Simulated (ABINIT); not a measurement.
# Ta (Im-3m) in ABINIT: further runs, part 2 of 2

ABINIT 10.8.3 (patched build). Earlier steps stand in the parts before.

**5. Band structure, PW91, spin-orbit coupling, no magnetisation**

run.abi

```
# Datasets: ground state, then fixed potential
ndtset 2

# Pseudopotentials
pp_dirpath "./"
pseudos "Ta.GGA_PBE-JTH.xml"

# Structure
acell 2.8601008575 2.8601008575 2.8601008575 Angstrom
rprim
    -0.5773502692     0.5773502692     0.5773502692
     0.5773502692    -0.5773502692     0.5773502692
     0.5773502692     0.5773502692    -0.5773502692
ntypat 1
znucl 73
natom 1
typat 1
xred
     0.0000000000     0.0000000000     0.0000000000

# Plane-wave basis
ecut 15.0
pawecutdg 30.0

# Exchange and correlation
ixc -109134

# Bands and occupations
occopt 3
tsmear 0.00183747

# Spin
nspinor 2
nspden 1
pawspnorb 1

# SCF cycle
nstep 100

# Output
iomode 3
prtwf 0
prteig 0
prtebands 0
enunit 1
prtden1 1
prtvha1 1
prtvclmb1 1
prtpot1 1

# Dataset 1
kptopt1 4
ngkpt1 11 11 11
nshiftk1 1
shiftk1 0.0 0.0 0.0
nband1 22
tolvrs1 1.0e-9

# Dataset 2: bands along G-H-N-G-P-H
iscf2 -2
getden2 1
nband2 30
nbdbuf2 2
tolwfr2 1.0e-12
kptopt2 -5
ndivsm2 8
prteig2 1
prtvol2 -3
kptbounds2
     0.0000000000     0.0000000000     0.0000000000
     0.5000000000    -0.5000000000     0.5000000000
     0.0000000000     0.0000000000     0.5000000000
     0.0000000000     0.0000000000     0.0000000000
     0.2500000000     0.2500000000     0.2500000000
     0.5000000000    -0.5000000000     0.5000000000
```

Potentials or basis: JTH PAW PBE v2.0.

On the command line:

```console
$ abinit run.abi > log 2>&1
```

run.abo:

```text
.Version 10.8.3 of ABINIT
 DATASET    1 : space group I4 3 2 (#211); Bravais cI (body-center cubic)
================================================================================
 Values of the parameters that define the memory need for DATASET  1.
     intxc =       0    ionmov =       0      iscf =      17    lmnmax =      18
     lnmax =       6     mgfft =      20  mpssoang =       3    mqgrid =    3001
     natom =       1  nloc_mem =       2    nspden =       1   nspinor =       2
    nsppol =       1      nsym =      24    n1xccc =       1    ntypat =       1
    occopt =       3   xclevel =       2
       mpw =         358          nfft =        8000          nkpt =          66
 PAW method is used; the additional fine FFT grid is defined by:
   mgfftf=        30    nfftf =     27000
================================================================================
================================================================================

 DATASET    2 : space group I4 3 2 (#211); Bravais cI (body-center cubic)
================================================================================
 Values of the parameters that define the memory need for DATASET  2.
     intxc =       0    ionmov =       0      iscf =      -2    lmnmax =      18
     lnmax =       6     mgfft =      20  mpssoang =       3    mqgrid =    3001
     natom =       1  nloc_mem =       2    nspden =       1   nspinor =       2
    nsppol =       1      nsym =      24    n1xccc =       1    ntypat =       1
    occopt =       3   xclevel =       2
       mpw =         370          nfft =        8000          nkpt =          48
 PAW method is used; the additional fine FFT grid is defined by:
   mgfftf=        30    nfftf =     27000
================================================================================
================================================================================

--------------------------------------------------------------------------------
------------- Echo of variables that govern the present computation ------------
--------------------------------------------------------------------------------
 -outvars: echo values of preprocessed input variables --------
            acell      5.4048073131E+00  5.4048073131E+00  5.4048073131E+00 Bohr
              amu      1.80947900E+02
[... 808 lines left out ...]
 length scales=  5.404807313149  5.404807313149  5.404807313149 bohr
              =  2.860100857500  2.860100857500  2.860100857500 angstroms
 Eigenvalues (   eV  ) for nkpt=  48  k points:
 kpt#   1, nband= 30, wtk=  1.00000, kpt=  0.0000  0.0000  0.0000 (reduced coord)
 -66.15463  -66.15463  -37.56582  -37.56582  -29.47799  -29.47799  -29.47799  -29.47799
  -6.83629   -6.83629    1.59580    1.59580    1.59580    1.59580    2.01895    2.01895
   5.06399    5.06399    5.06399    5.06399   16.09727   16.09727   16.09727   16.09727
  16.09727   16.09727   27.11416   27.11416   27.11417   27.11430
 kpt#   2, nband= 30, wtk=  1.00000, kpt=  0.0455 -0.0455  0.0455 (reduced coord)
 -66.15027  -66.15027  -37.58023  -37.58023  -29.51655  -29.51655  -29.49763  -29.49763
  -6.64983   -6.64983    1.56823    1.56823    1.63701    1.63701    2.03807    2.03807
   4.75505    4.75505    5.16779    5.16779   16.41823   16.41823   16.42032   16.42032
  16.44367   16.44367   24.78512   24.78512   27.36899   27.36910
 kpt#   3, nband= 30, wtk=  1.00000, kpt=  0.0909 -0.0909  0.0909 (reduced coord)
 -66.13721  -66.13721  -37.62097  -37.62097  -29.62005  -29.62005  -29.55570  -29.55570
  -6.10981   -6.10981    1.51312    1.51312    1.69757    1.69757    2.18121    2.18121
   3.95830    3.95830    5.45812    5.45812   17.30410   17.30410   17.33948   17.33948
  17.38000   17.38000   21.69759   21.69759   27.73163   27.77557
 kpt#   4, nband= 30, wtk=  1.00000, kpt=  0.1364 -0.1364  0.1364 (reduced coord)
 -66.11680  -66.11680  -37.68268  -37.68268  -29.76848  -29.76848  -29.64723  -29.64723
[... 209 lines left out ...]
 -65.96643  -65.96643  -38.08058  -38.08058  -30.49004  -30.49004  -30.36308  -30.36308
  -2.34418   -2.34418   -2.30481   -2.30481    4.28344    4.28344    6.79676    6.79676
   6.85810    6.85810   10.31112   10.31112   11.47363   11.47363   11.51111   11.51111
  19.20840   19.20840   23.25178   23.25178   23.31779   23.31779
 kpt#  47, nband= 30, wtk=  1.00000, kpt=  0.4750 -0.4250  0.4750 (reduced coord)
 -65.95813  -65.95813  -38.10073  -38.10073  -30.47852  -30.47852  -30.44379  -30.44379
  -2.64811   -2.64811   -2.63810   -2.63810    6.27914    6.27914    7.38719    7.38719
   7.64690    7.64690    9.31001    9.31001   10.78929   10.78929   10.99765   10.99765
  17.38099   17.38099   23.87845   23.87845   23.89913   23.89913
 kpt#  48, nband= 30, wtk=  1.00000, kpt=  0.5000 -0.5000  0.5000 (reduced coord)
 -65.95538  -65.95538  -38.10818  -38.10818  -30.47382  -30.47382  -30.47382  -30.47382
  -2.75324   -2.75324   -2.75324   -2.75324    7.64327    7.64327    7.64327    7.64327
   8.26408    8.26408    8.39238    8.39238   10.46227   10.46227   10.46227   10.46227
  16.67775   16.67775   24.12101   24.12101   24.12101   24.12101

== END DATASET(S) ==============================================================
================================================================================

 -outvars: echo values of variables after computation  --------
            acell      5.4048073131E+00  5.4048073131E+00  5.4048073131E+00 Bohr
           etotal1    -5.9070937029E+01
            fcart1    -0.0000000000E+00 -0.0000000000E+00 -0.0000000000E+00
            rprim     -5.7735026920E-01  5.7735026920E-01  5.7735026920E-01
                       5.7735026920E-01 -5.7735026920E-01  5.7735026920E-01
                       5.7735026920E-01  5.7735026920E-01 -5.7735026920E-01
           strten1    -1.2866591122E-05 -1.2866591122E-05 -1.2866591122E-05
                       0.0000000000E+00  0.0000000000E+00  0.0000000000E+00
 Calculation completed.
```

Wall time 39 s (1 thread of Arm Neoverse V2, shared host); peak memory 0.11 GiB.

Results:

```
Free energy                                           : -1607.4021 eV
Band gap on the k mesh                                : none (metal or under the smearing width)
Valence electrons inside the program's atomic spheres : Ta 10.68 (radii [1.2805] Å)
```

Levels at the corners of the path, in eV from the Fermi level:
```
point  band 10  band 11  band 12  band 13  band 14  band 15
    Γ    -7.87     0.56     0.56     0.56     0.56     0.98
    H    -3.79    -3.79    -3.79     6.61     6.61     6.61
    N    -4.36    -1.55    -1.55     1.67     1.67     3.85
    Γ    -7.87     0.56     0.56     0.56     0.56     0.98
    P    -1.58    -1.02    -1.02    -1.02    -1.02     5.06
    H    -3.79    -3.79    -3.79     6.61     6.61     6.61
```

Caveat: the cutoff is too short for stress, so the log's stress isn't used; the PAW data sets were made with another functional, which shifts forces and pressure a little.

**6. The runs side by side**

| task | level | spin | gap on the mesh (eV) | V0 of scaled cells (Å³/atom) | B0 (GPa) |
| --- | --- | --- | --- | --- | --- |
| equation of state | SOGGA | off | - | 17.57 | 210 |
| equation of state | PBEsol | off | - | 17.66 | 209 |
| band structure | AM05 | SOC, no magnetisation | none | - | - |
| band structure | PW91 | SOC, no magnetisation | none | - | - |

Alike in all rows: potentials or basis JTH PAW PBE v2.0; cell as given; k mesh 11 × 11 × 11; cutoff (eV) 408; smearing fermi-dirac 0.05 eV.

Caveats: the PAW data sets were made with another functional, which shifts forces and pressure a little; pressures at fixed basis lie under the slope of the energies (some runs).

Absolute energies hang on the potentials; compare differences alone.

**7. How close it comes**

Step 2. Against the measured bulk modulus of Ta, 194 GPa (quoted in “Pressure effects on the electronic structure and superconductivity of (TaNb)0.67(HfZrTi)0.33 high entropy alloy”, 2019, arxiv:1910.08312), the calculated 210 GPa is off by +8.1 %. The fit is for a static lattice scaled at fixed shape and fixed fractional positions.

Step 3. A measured bulk modulus of Ta is 194 GPa (quoted in “Refinement of the equation of state of tantalum”, 2004, arxiv:cond-mat/0403080); the calculated 209 GPa misses it by +8.0 %. The fit is for a static lattice scaled at fixed shape and fixed fractional positions.
